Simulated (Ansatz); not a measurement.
# CoPdO2 (R-3m) in Ansatz: further runs

The runs below take CoPdO2 through single point, with PBE.

All numbers are computed with Ansatz 0.2.0; they aren't measurements. Logs are shortened: lines on timing, memory, paths and dates and some standing lists are left out, and cuts for length are marked.

## 1. Starting point

The structure is trigonal, space group R-3m (No. 166). Conventional cell: a = 2.863 Å, b = 2.863 Å, c = 17.873 Å, α = 90.00°, β = 90.00°, γ = 120.00°. Pd (site symmetry -3m) has 2 O at 2.01 Å as nearest neighbours. Co (site symmetry -3m) has 6 O at 1.92 Å as nearest neighbours. O (site symmetry 3m) is surrounded by 3 Co at 1.92 Å and 1 Pd at 2.01 Å.

The cell is a database's computed one.

## 2. Single point, PBE, collinear spin, ferromagnetic start

input.yaml reads:

```yaml
crystal:
  lattice:
    - [1.4316899074, 0.8265865534, 5.9577715763]
    - [-1.4316899074, 0.8265865534, 5.9577715763]
    - [0.0, -1.6531731068, 5.9577715763]
  atoms:
    - { symbol: Pd, position: [0.0, 0.0, 0.0] }
    - { symbol: Co, position: [0.5, 0.5, 0.5], spin: 2.0 }
    - { symbol: O, position: [0.112476, 0.112476, 0.112476] }
    - { symbol: O, position: [0.887524, 0.887524, 0.887524] }
hamiltonian:
  xc: pbe
  pseudopotentials: { kind: paw }
magnetization:
  spin_polarized: true
  initial_magnetization: 2.0
  spin_locking: { lock_magnetization: hard }
kpoints:
  mp_grid: { grid: [9, 9, 9] }
scf:
  occupations: { method: fermi_dirac, width: 0.05 }
  lower_state_search: "off"
output:
  forces: true
  stress: true
  eigenvalues: true
```

Potentials or basis: Ansatz PAW.

Run with:

```sh
ansatz run input.yaml --threads 2 --pin off --max-ram 5632MiB --backend cpu --events-out ev --progress --plain --runs-dir out
```

What it wrote:

```text
Warning: output.stress: scf.convergence.dr2_threshold = 1e-7 eV (the SCF's general default) is looser than the 4e-10 eV advised for a printed stress (1e-10 eV for each atom of the cell: 4). What an SCF threshold leaves in a stress goes as its square root, and in the free energy as the threshold itself, and one threshold admits the most on a small cell: of the crystals measured, under no hybrid functional and no lock of the moments, on runs that ended without the residual-converged pass, on stresses that held no estimate of that error, the worst erred by over 100 MPa in a component at 1e-7 eV an atom and by under 5 at 1e-10. Set scf.convergence.dr2_threshold to 4e-10 eV or tighter. The threshold is an SCF's pass mark: one that does not reach it within its budget of iterations ends unconverged, or closes short of it on a stop that the run arms, and scf.convergence.dr2_threshold's page says what that costs each kind of run
Warning: RAYON_NUM_THREADS=2 ignored (pool sized by the plan → 2); use --threads N
basis.fft_grid_basis auto: the FFT boxes are laid along the combinations [[1, 0, -1], [0, 1, -1], [0, 0, 1]] of the cell's own vectors, 2.863, 2.863 and 6.183 Å long. The dense box has 20×20×45 points. Along the cell's own vectors, as sized, it would have 45×45×45, 5.06 times as many. Of the 12 symmetry operations that the crystal satisfies within crystal.symmetry.tolerance (time reversal apart; of a slab, those that keep its plane) the dense box along the cell's own vectors carries 12, and the one as laid loses 8 of those. basis.fft_grid_basis: typed keeps the cell's own vectors: state it where this run's energies or levels are differenced outside the engine with another run's, or held beside a run that keeps those vectors.
Engine: ansatz 0.2.0, aarch64-unknown-linux-gnu
Pseudopotentials: kind: paw
Pseudopotential: Pd, paw, valence charge 18, recommended cutoff 420 eV (normal), Pd.paw.azcp
Pseudopotential: Co, paw, valence charge 17, recommended cutoff 420 eV (normal), Co.paw.azcp
Pseudopotential: O, paw, valence charge 6, recommended cutoff 420 eV (normal), O.paw.azcp
Functional definition: PBE
  parameter kappa = 0.804
  parameter beta = 0.06672455060314922
  exchange = pbe_x(kappa = kappa, mu = beta*pi^2/3)
  correlation = pbe_c(beta = beta)
Crystal: 4 atoms, lattice volume = 42.303 Å³
Basis set: ecut = 420 eV, 829 PW (Γ), FFT grids on a1−a3, a2−a3, a3, exchange–correlation on 40×40×90 points (8 copies of the dense FFT grid, shifted against one another)
Bands: 30, of which v1, the nominal top of the filled ones, is band 24 counted from 1 (23 counted from 0)
Symmetry: 12 space group operations
Space group: R-3m (ITA 166), of the structure as read, at distance tolerance 3.5e-5 Å
Magnetic group: BNS 166.97 (UNI 1327), of the structure as read, at distance tolerance 3.5e-5 Å
k-points: 85 of 729
Non-local potential: Pd, projectors of the file, l = 0: 2, l = 1: 2, l = 2: 2, l = 3: 1
Non-local potential: Co, projectors of the file, l = 0: 3, l = 1: 2, l = 2: 3, l = 3: 1
Non-local potential: O, projectors of the file, l = 0: 2, l = 1: 2, l = 2: 1
PAW form: soft (Blöchl's): semilocal exchange-correlation on the pseudo side does not see the compensation charge
PAW one-centre angular grid: Pd, 590 points (default); XC on 64 Gauss nodes
PAW one-centre angular grid: Co, 590 points (default); XC on 64 Gauss nodes
PAW one-centre angular grid: O, 110 points (default); XC on 64 Gauss nodes
Initial density: superposition of atomic densities (chi_scale 0.1, normalization cell, long waves kept (reshape's long-wave potential 0.33 eV rms))
Starting moments: Σ|m| = 2 μB on 1 of 4 sites
Initial wavefunctions: pseudopotential atomic-orbital guess
Functional: x = pbe(κ = 0.804, μ = 0.2195149727645171), c = pbe(β = 0.06672455060314922)
SCF iter   1: F=—  HF=-13239.825615 eV  |F-HF|=—  |Δ(HF+E_count)|=         —  Δρ=3.69e-1 (↑1.60e-1 ↓3.69e-1)  dr2=1.75e2  dr2_m=4.63e0  M=2.000 μB ∫|m|=2.005 μB  β_m=0.30  ethr=3.10e-3  ⟨swp⟩=5.4  Hψ=18834  notcnv=0
preconditioner: auto → Kerker (q_TF=auto, 2.777 Å⁻¹)  [metal: Δε(μ)=0.006 eV  Ē_g=11.492 eV  σ=0.050 eV  W_gap=0.03  n_scr=16 (ndim 8)  ℏωp=31.8 eV  f_vac=0.000  D(μ)=4.69/eV (n_scr^D=56)]
spin=Collinear: Kerker preconditioning applied to the charge; magnetization (m = ρ↑ − ρ↓) channel mixes plain (no charge-response kernel on spin).
SCF iter   2: F=—  HF=-13236.379643 eV  |F-HF|=—  |Δ(HF+E_count)|=    3.45e0  Δρ=2.24e-1 (↑1.73e-1 ↓2.24e-1)  dr2=5.25e1  dr2_m=3.71e-1  M=2.000 μB ∫|m|=2.001 μB  β_m=0.24  ethr=3.10e-3  ⟨swp⟩=3.8  Hψ=13170  notcnv=0  defer=117
SCF iter   3: F=—  HF=-13231.813745 eV  |F-HF|=—  |Δ(HF+E_count)|=    4.57e0  Δρ=6.10e-2 (↑4.96e-2 ↓6.10e-2)  dr2=3.01e0  dr2_m=4.78e-2  M=2.000 μB ∫|m|=2.000 μB  β_m=0.39  ethr=3.10e-3  ⟨swp⟩=3.0  Hψ=12039  notcnv=0  defer=106
SCF iter   4: F=—  HF=-13231.511997 eV  |F-HF|=—  |Δ(HF+E_count)|=   3.02e-1  Δρ=2.66e-2 (↑1.72e-2 ↓2.66e-2)  dr2=4.74e-1  dr2_m=1.99e-2  M=2.000 μB ∫|m|=2.000 μB  β_m=0.49  ethr=3.10e-3  ⟨swp⟩=2.3  Hψ=9410  notcnv=0  defer=125
SCF iter   5: F=—  HF=-13231.579984 eV  |F-HF|=—  |Δ(HF+E_count)|=   6.80e-2  Δρ=2.48e-2 (↑1.38e-2 ↓2.48e-2)  dr2=4.04e-1  dr2_m=1.61e-2  M=2.000 μB ∫|m|=2.004 μB  β_m=0.66  ethr=1.01e-3  ⟨swp⟩=2.1  Hψ=8391  notcnv=0  defer=125
SCF iter   6: F=—  HF=-13231.568134 eV  |F-HF|=—  |Δ(HF+E_count)|=   1.18e-2  Δρ=9.58e-3 (↑6.80e-3 ↓9.58e-3)  dr2=5.93e-2  dr2_m=1.62e-3  M=2.000 μB ∫|m|=2.004 μB  β_m=0.69  ethr=8.59e-4  ⟨swp⟩=2.0  Hψ=6340  notcnv=0  defer=126
SCF iter   7: F=—  HF=-13231.568438 eV  |F-HF|=—  |Δ(HF+E_count)|=   3.03e-4  Δρ=7.82e-3 (↑4.12e-3 ↓7.82e-3)  dr2=8.98e-2  dr2_m=3.01e-3  M=2.000 μB ∫|m|=2.005 μB  β_m=0.84  ethr=1.26e-4  ⟨swp⟩=2.0  Hψ=6825  notcnv=0  defer=126
SCF iter   8: F=—  HF=-13231.567088 eV  |F-HF|=—  |Δ(HF+E_count)|=   1.35e-3  Δρ=2.63e-3 (↑2.03e-3 ↓2.63e-3)  dr2=1.53e-2  dr2_m=2.01e-4  M=2.000 μB ∫|m|=2.005 μB  β_m=0.72  ethr=1.26e-4  ⟨swp⟩=1.5  Hψ=5788  notcnv=0  defer=126
SCF iter   9: F=—  HF=-13231.566312 eV  |F-HF|=—  |Δ(HF+E_count)|=   7.76e-4  Δρ=8.46e-4 (↑5.47e-4 ↓8.46e-4)  dr2=5.72e-4  dr2_m=4.10e-5  M=2.000 μB ∫|m|=2.005 μB  β_m=0.86  ethr=3.27e-5  ⟨swp⟩=1.0  Hψ=5046  notcnv=0  defer=126
SCF iter  10: F=—  HF=-13231.566322 eV  |F-HF|=—  |Δ(HF+E_count)|=   1.01e-5  Δρ=6.09e-4 (↑2.33e-4 ↓6.09e-4)  dr2=4.07e-4  dr2_m=1.97e-5  M=2.000 μB ∫|m|=2.005 μB  β_m=0.80  ethr=1.22e-6  ⟨swp⟩=1.9  Hψ=7638  notcnv=0  defer=126
SCF iter  11: F=—  HF=-13231.566313 eV  |F-HF|=—  |Δ(HF+E_count)|=   9.51e-6  Δρ=2.27e-4 (↑6.87e-5 ↓2.27e-4)  dr2=3.57e-5  dr2_m=4.53e-6  M=2.000 μB ∫|m|=2.005 μB  β_m=0.90  ethr=8.65e-7  ⟨swp⟩=1.0  Hψ=4974  notcnv=0  defer=126
SCF iter  12: F=—  HF=-13231.566309 eV  |F-HF|=—  |Δ(HF+E_count)|=   3.43e-6  Δρ=6.81e-5 (↑6.81e-5 ↓5.62e-5)  dr2=7.51e-6  dr2_m=2.40e-7  M=2.000 μB ∫|m|=2.005 μB  β_m=0.95  ethr=7.59e-8  ⟨swp⟩=1.0  Hψ=4985  notcnv=0  defer=126
SCF iter  13: F=—  HF=-13231.566309 eV  |F-HF|=—  |Δ(HF+E_count)|=   4.25e-8  Δρ=4.77e-5 (↑4.77e-5 ↓3.89e-5)  dr2=3.18e-6  dr2_m=2.67e-8  M=2.000 μB ∫|m|=2.005 μB  β_m=0.85  ethr=1.60e-8  ⟨swp⟩=1.0  Hψ=4974  notcnv=0  defer=126
SCF iter  14: F=—  HF=-13231.566309 eV  |F-HF|=—  |Δ(HF+E_count)|=   3.23e-8  Δρ=6.65e-5 (↑2.38e-5 ↓6.65e-5)  dr2=4.06e-6  dr2_m=1.97e-7  M=2.000 μB ∫|m|=2.005 μB  β_m=0.71  ethr=6.76e-9  ⟨swp⟩=1.5  Hψ=5149  notcnv=0  defer=126
SCF iter  15: F=—  HF=-13231.566309 eV  |F-HF|=—  |Δ(HF+E_count)|=   8.35e-8  Δρ=4.08e-5 (↑1.35e-5 ↓4.08e-5)  dr2=1.50e-6  dr2_m=7.94e-8  M=2.000 μB ∫|m|=2.005 μB  β_m=0.86  ethr=6.76e-9  ⟨swp⟩=1.0  Hψ=4982  notcnv=0  defer=126
SCF iter  16: F=-13231.566309 eV  HF=-13231.566309 eV  |F-HF|=2.55e-8  |Δ(HF+E_count)|=   4.80e-8  Δρ=5.92e-6 (↑2.14e-6 ↓5.92e-6)  dr2=2.61e-8  dr2_m=1.85e-9  M=2.000 μB ∫|m|=2.005 μB  ethr=2.13e-10  ⟨swp⟩=5.1  Hψ=17021  notcnv=0
SCF 1 converged in 16 iterations: F = -13231.566309 eV  dr2 = 2.61e-8
SCF converged after 16 iterations
Stability checked in part: among states of this total moment the steps that led to this state did not find it unstable. No probe was made; neither looks for a lower state of another moment (fixed_total_moment; see scf.lower_state_search)
Magnetization: 2.0000 μB (24.5000 up, 22.5000 down)
Absolute magnetization: 2.0052 μB (∫|ρ↑−ρ↓|, with the PAW one-centre terms)
Spin contamination: 0.0355 ħ² per cell (⟨S²⟩ above its minimum at these occupations)
Per-site moments (μB) at R_I (Å): [(0.2321835602666166, 0.8292565658221992), (1.4215504751651264, 0.7903550643110046), (0.08855877802660753, 0.7903550643110046), (0.08855877802660748, 0.7903550643110047)]
Free energy (F): -13231.566309 eV
Harris-Foulkes:  -13231.566309 eV  (|F-HF|=2.55e-8)
Internal energy: -13231.516000 eV  (E = F + TS)
E sigma→0 (E₀):  -13231.541155 eV
Entropy (-TS):   -0.050309 eV (-12.577 meV/atom)
Fermi energy:    14.394101 (↑ 14.827345, ↓ 13.960857) eV
--- Per-component energies (eV) ---
  E_band       = -515.067314
  E_kinetic    = 1311.190373
  E_local      = -6092.517043  (includes V_loc(G=0)·N_el)
  E_nonlocal   = 770.308088
  E_hartree    = 2490.428664
  E_xc         = -472.652764
  E_vxc        = -601.799907  (∫ρ·V_xc dr)
  E_paw        = -5578.647406  (= ΣΔE_a)
  E_vpaw       = -883.104196  (= ΣTr[D̂ρ^β])
  E_aug_tail   = 0.005043  (compensation charges beyond the density's cutoff)
  E_ewald      = -5659.630956
  E_smearing   = -0.050309  (= −TS)
  E_closure    = -0.000000  (closes the sum)
  Σ components = -13231.566309   (vs F -13231.566309, Δ=0.00e0)
--- Forces (eV/Å), atoms counted from 1 ---
  atom   1  Pd    -0.00000000     0.00000000     0.00000000
  atom   2  Co     0.00000000     0.00000000     0.00000000
  atom   3  O     -0.00000000    -0.00000000    -0.55332682
  atom   4  O     -0.00000000     0.00000000     0.55332682
  max |Σ_I F_I| component: 1.11e-16 eV/Å
--- Stress (GPa, compression-positive) ---
        8.166120       0.000000       0.000000
        0.000000       8.166120       0.000000
        0.000000       0.000000      10.285468
  P = ⅓ Tr σ = 8.8726 GPa (88.726 kbar)
--- Band table (eV; the first three rows and the last of 170) ---
  k-point 0 ↑: bands = ["-82.3315", "-70.1209", "-45.6314", "-45.5492", "-45.5492", "-36.1679", "-35.5913", "-35.5913", "-6.5867", "-4.7186", "5.7634", "7.9106", "7.9106", "9.3363", "10.4305", "11.4916", "11.4916", "11.6869", "11.6869", "11.8721", "11.8721", "12.3902", "12.6846", "12.6846", "15.7133", "15.7133", "17.0331", "20.5910", "23.2489", "26.3027"]
  k-point 1 ↑: bands = ["-82.3308", "-70.1185", "-45.6303", "-45.5564", "-45.5509", "-36.1650", "-35.6149", "-35.5972", "-6.4490", "-4.7127", "5.9201", "7.6617", "7.9885", "9.5290", "10.5682", "10.8085", "10.9134", "11.6580", "11.9773", "12.0966", "12.1825", "12.4266", "12.4909", "12.7949", "15.4169", "15.5984", "17.2454", "21.1716", "23.5778", "26.8197"]
  k-point 2 ↑: bands = ["-82.3291", "-70.1125", "-45.6276", "-45.5748", "-45.5553", "-36.1579", "-35.6743", "-35.6120", "-6.0764", "-4.7062", "6.3251", "7.2612", "8.1846", "9.0189", "10.2945", "10.3264", "10.8517", "11.6424", "12.0211", "12.2650", "12.3604", "12.5428", "12.6514", "13.1078", "14.8930", "15.3540", "17.6001", "22.4752", "24.3942", "28.0067"]
  k-point 84 ↓: bands = ["-80.5070", "-69.8946", "-43.8222", "-43.8161", "-43.7617", "-35.8984", "-35.4048", "-35.3870", "-6.1325", "-4.7769", "7.3597", "7.9784", "8.7610", "9.3782", "10.0629", "10.3940", "10.8162", "11.8493", "12.1802", "13.0452", "13.1422", "13.5988", "13.8255", "14.2860", "16.2617", "16.5256", "18.6332", "20.2122", "24.1177", "26.7075"]
```

Wall time 8.9 s (2 threads of Arm Neoverse V1, shared host); peak memory 0.44 GiB.

Results:

```
Free energy     : -13231.5663 eV
Pressure        : 8.9 GPa
Largest force   : 0.553 eV/Å
Net moment      : 2.00 μB per cell
Absolute moment : 2.01 μB per cell
Site moments    : Pd +0.23; Co +1.42; O +0.09 μB
```

Forces on the atoms (eV/Å):
```
Pd   0.000  0.000  0.000
Co   0.000  0.000  0.000
O    0.000  0.000 -0.553
O    0.000  0.000  0.553
```

Caveat: the pressure holds a Pulay correction of +0.7 GPa for the finite cutoff; the total moment is fixed, so each spin has its own Fermi level; a cell with one magnetic atom can't hold antiferromagnetic order, which such compounds often take; the thresholds are loose for stress.

## 3. Single point, PBE, collinear spin, ferromagnetic start

Changes to input.yaml since step 2:

```diff
@@ -7,3 +7,3 @@
     - { symbol: Pd, position: [0.0, 0.0, 0.0] }
-    - { symbol: Co, position: [0.5, 0.5, 0.5], spin: 2.0 }
+    - { symbol: Co, position: [0.5, 0.5, 0.5], spin: 2.5 }
     - { symbol: O, position: [0.112476, 0.112476, 0.112476] }
@@ -15,3 +15,3 @@
   spin_polarized: true
-  initial_magnetization: 2.0
+  initial_magnetization: 2.5
   spin_locking: { lock_magnetization: hard }
```

Potentials or basis: Ansatz PAW.

Run with:

```sh
ansatz run input.yaml --threads 2 --pin off --max-ram 5632MiB --backend cpu --events-out ev --progress --plain --runs-dir out
```

It took 8.6 s on 2 threads of Arm Neoverse V1, shared host; peak memory 0.44 GiB.

The run converged. Its results:

* Free energy: -13231.3556 eV
* Pressure: 11.9 GPa
* Largest force: 1.069 eV/Å
* Net moment: 2.50 μB per cell
* Absolute moment: 2.51 μB per cell
* Site moments: Pd +0.21; Co +1.81; O +0.14 μB

Forces on the atoms (eV/Å):
```
Pd   0.000  0.000  0.000
Co   0.000  0.000  0.000
O    0.000  0.000 -1.069
O    0.000  0.000  1.069
```

Stress tensor (GPa, compression positive):
```
11.50  0.00  0.00
 0.00 11.50  0.00
 0.00  0.00 12.61
```

Caveat: the pressure holds a Pulay correction of +0.7 GPa for the finite cutoff; the total moment is fixed, so each spin has its own Fermi level; a cell with one magnetic atom can't hold antiferromagnetic order, which such compounds often take; forces of over 1 eV/Å show positions far from the minimum, so gaps and moduli don't describe the material at rest; the thresholds are loose for stress.

## 4. Single point, PBE, collinear spin, ferromagnetic start

Changes to input.yaml since step 3:

```diff
@@ -7,3 +7,3 @@
     - { symbol: Pd, position: [0.0, 0.0, 0.0] }
-    - { symbol: Co, position: [0.5, 0.5, 0.5], spin: 2.5 }
+    - { symbol: Co, position: [0.5, 0.5, 0.5], spin: 3.0 }
     - { symbol: O, position: [0.112476, 0.112476, 0.112476] }
@@ -15,3 +15,3 @@
   spin_polarized: true
-  initial_magnetization: 2.5
+  initial_magnetization: 3.0
   spin_locking: { lock_magnetization: hard }
```

Run with:

```sh
ansatz run input.yaml --threads 2 --pin off --max-ram 5632MiB --backend cpu --events-out ev --progress --plain --runs-dir out
```

Wall time 9.3 s (2 threads of Arm Neoverse V1, shared host); peak memory 0.44 GiB.

Results (log left out):

```yaml
Free_energy: -13231.1477 eV
Pressure: 14.6 GPa
Largest_force: 1.551 eV/Å
Net_moment: 3.00 μB per cell
Absolute_moment: 3.01 μB per cell
Site_moments: Pd +0.23; Co +2.13; O +0.20 μB
```

Forces on the atoms (eV/Å):
```
Pd   0.000  0.000  0.000
Co   0.000  0.000  0.000
O    0.000  0.000 -1.551
O    0.000  0.000  1.551
```

Stress tensor (GPa, compression positive):
```
14.35  0.00  0.00
 0.00 14.35  0.00
 0.00  0.00 15.12
```

Caveat: the pressure holds a Pulay correction of +0.7 GPa for the finite cutoff; the total moment is fixed, so each spin has its own Fermi level; a cell with one magnetic atom can't hold antiferromagnetic order, which such compounds often take; forces of over 1 eV/Å show positions far from the minimum, so gaps and moduli don't describe the material at rest; the thresholds are loose for stress.

## 5. Single point, PBE, collinear spin, ferromagnetic start

Changes to input.yaml since step 4:

```diff
@@ -7,3 +7,3 @@
     - { symbol: Pd, position: [0.0, 0.0, 0.0] }
-    - { symbol: Co, position: [0.5, 0.5, 0.5], spin: 3.0 }
+    - { symbol: Co, position: [0.5, 0.5, 0.5], spin: 4.0 }
     - { symbol: O, position: [0.112476, 0.112476, 0.112476] }
@@ -15,3 +15,3 @@
   spin_polarized: true
-  initial_magnetization: 3.0
+  initial_magnetization: 4.0
   spin_locking: { lock_magnetization: hard }
```

Run with:

```sh
ansatz run input.yaml --threads 2 --pin off --max-ram 5632MiB --backend cpu --events-out ev --progress --plain --runs-dir out
```

It took 11 s on 2 threads of Arm Neoverse V1, shared host; peak memory 0.44 GiB.

The run converged. Its results:

```yaml
Free_energy: -13230.6909 eV
Pressure: 19.9 GPa
Largest_force: 2.259 eV/Å
Net_moment: 4.00 μB per cell
Absolute_moment: 4.01 μB per cell
Site_moments: Pd +0.37; Co +2.61; O +0.35 μB
```

Forces in eV/Å, atoms in the order of the input:
```
Pd   0.000  0.000  0.000
Co   0.000  0.000  0.000
O    0.000  0.000 -2.259
O    0.000  0.000  2.259
```

Stress tensor (GPa, compression positive):
```
19.38  0.00  0.00
 0.00 19.38  0.00
 0.00  0.00 21.01
```

Caveat: the pressure holds a Pulay correction of +0.7 GPa for the finite cutoff; the total moment is fixed, so each spin has its own Fermi level; a cell with one magnetic atom can't hold antiferromagnetic order, which such compounds often take; forces of over 1 eV/Å show positions far from the minimum, so gaps and moduli don't describe the material at rest; the thresholds are loose for stress.

## 6. Summary

| fixed moment (μB) | pressure (GPa) | moment (μB) | largest force (eV/Å) |
| --- | --- | --- | --- |
| 2.0 | 8.9 | 2.00 | 0.55 |
| 2.5 | 11.9 | 2.50 | 1.07 |
| 3.0 | 14.6 | 3.00 | 1.55 |
| 4.0 | 19.9 | 4.00 | 2.26 |

Alike in all rows: task single point; level PBE; potentials or basis Ansatz PAW; spin collinear, ferromagnetic start; cell as given; k mesh 9 × 9 × 9; cutoff (eV) 420; smearing fermi-dirac 0.05 eV.

Caveats: the total moment is fixed, so each spin has its own Fermi level; a cell with one magnetic atom can't hold antiferromagnetic order, which such compounds often take; the thresholds are loose for stress; forces of over 1 eV/Å show positions far from the minimum, so gaps and moduli don't describe the material at rest (some runs).

Total energies depend on the potentials used, so only differences within one code and one set of settings carry meaning.
